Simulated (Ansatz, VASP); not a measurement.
## One calculation of Na, two programs

INCAR

```
SYSTEM = Na
ALGO = Normal
EDIFF = 1E-6
ENCUT = 520
ISIF = 2
ISMEAR = -1
LASPH = .TRUE.
LCHARG = .TRUE.
LELF = .TRUE.
LREAL = .FALSE.
LVHAR = .TRUE.
LWAVE = .FALSE.
NBANDS = 22
NELM = 60
PREC = Accurate
SIGMA = 0.05
```

The input KPOINTS:

```
k-points
0
G
  5 5 2
  0 0 0
```

The input POSCAR:

```
Na
1.0
    3.7003831212      0.0000000000      0.0000000000
   -1.8501915606      3.2046257867      0.0000000000
    0.0000000000      0.0000000000     12.5373215400
Na
4
Direct
    0.6666666667      0.3333333333      0.7500000000
    0.0000000000      0.0000000000      0.5000000000
    0.3333333333      0.6666666667      0.2500000000
    0.0000000000      0.0000000000      0.0000000000
```

The input input.yaml:

```yaml
crystal:
  lattice:
    - [3.7003831212, 0.0, 0.0]
    - [-1.8501915606, 3.2046257867, 0.0]
    - [0.0, 0.0, 12.53732154]
  atoms:
    - { symbol: Na, position: [0.6666666667, 0.3333333333, 0.75] }
    - { symbol: Na, position: [0.0, 0.0, 0.5] }
    - { symbol: Na, position: [0.3333333333, 0.6666666667, 0.25] }
    - { symbol: Na, position: [0.0, 0.0, 0.0] }
hamiltonian:
  xc: lda
  pseudopotentials: { kind: paw }
kpoints:
  mp_grid: { grid: [5, 5, 2] }
scf:
  occupations: { method: fermi_dirac, width: 0.05 }
  n_extra_bands: 10
output:
  forces: true
  stress: true
  eigenvalues: true
  dos: { projected: true, de: 0.05, nscf_kmesh: { grid: [8, 8, 3] } }
```

This isn't the form of Na at room conditions, which is bcc.

Alike in both runs: functional LDA; k mesh 5 × 5 × 2; occupations fermi-dirac, width 0.05 eV; no spin polarisation.

```csv
,VASP,Ansatz
version,VASP 6.6.1,Ansatz 0.2.0
potentials or method,"VASP PAW LDA potentials, release 64 (Na_pv)",Ansatz PAW
plane-wave cutoff (eV),520,420
valence electrons in the cell,28,36
task,single point,projected density of states
```

|  | VASP | Ansatz | Ansatz less VASP |
| --- | --- | --- | --- |
| gap on the k mesh at the Fermi level (eV) | none | none | - |
| pressure (GPa) | -0.9 | -0.9 | -0.01 |
| largest component of the traceless stress (GPa) | 0.07 | 0.07 | -0.002 |

A gap of «none» marks a metal or a gap that the smearing closes. The two sets of potentials don't hold the same shells in valence.

Caveats: the k mesh is coarse (spacing up to 0.39 Å⁻¹), so the values aren't converged; the PAW data sets come from PBE, with cores solved anew for the run's functional, which leaves a small shift of forces and pressure (Ansatz); the density of states is complete only up to the lowest level of the last band computed (Ansatz).
